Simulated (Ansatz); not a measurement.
## One structure type (Pm-3m), one member withheld

Theory: Ansatz 0.2.0, DFT, PBE, all-electron LAPW, scalar-relativistic.

All cells have space group Pm-3m and are held fixed (conventional cell and sites). Prototypes and MP cells are computed structures that needn't be known or stable phases of these compounds. Gaps are the smallest over the k mesh and a high-symmetry path; Bader charges come from PAW runs of the same cells. Semilocal functionals give too small gaps and can close them; gaps under 0.4 eV may also close off the mesh. Rows with a moment start ferromagnetic; other orders may lie lower, and can open a gap.

No spin–orbit coupling, which matters for the heavy atoms here.

Where the f shell is localised, expect the real compound to differ from this run without U.

Ca: a = 3.52 Å, b = 3.52 Å, c = 3.52 Å; Ca 1a (0.000 0.000 0.000); 13×13×13 mesh, smearing 0.05 eV, sc type, relaxed by us
Ti: a = 2.64 Å, b = 2.64 Å, c = 2.64 Å; Ti 1a (0.000 0.000 0.000); 15×15×15 mesh, smearing 0.05 eV, sc type, relaxed by us
Yb: a = 3.39 Å, b = 3.39 Å, c = 3.39 Å; Yb 1a (0.000 0.000 0.000); 10×10×10 mesh, smearing 0.05 eV, sc type, relaxed by us
Cr: a = 2.34 Å, b = 2.34 Å, c = 2.34 Å; Cr 1a (0.000 0.000 0.000); 16×16×16 mesh, smearing 0.05 eV, sc type, relaxed by us
Nb: a = 2.72 Å, b = 2.72 Å, c = 2.72 Å; Nb 1a (0.000 0.000 0.000); 13×13×13 mesh, smearing 0.03 eV, sc type, relaxed by us
Mn: a = 2.29 Å, b = 2.29 Å, c = 2.29 Å; Mn 1a (0.000 0.000 0.000); 14×14×14 mesh, smearing 0.05 eV, sc type, relaxed by us

| compound | P (GPa) | gap (eV) | cell moment (μB) |
| --- | --- | --- | --- |
| Ca | 0.0 | none | unpolarised run |
| Ti | 0.0 | none | unpolarised run |
| Yb | 0.0 | none | unpolarised run |
| Cr | -0.1 | none | 0.0 |
| Nb | 0.0 | none | unpolarised run |

(1) Predict the row of Mn (its pressure aside) (spin-polarised from parallel starts).

## Answers

(1) Gap (eV): none, cell moment (μB): 0.5.
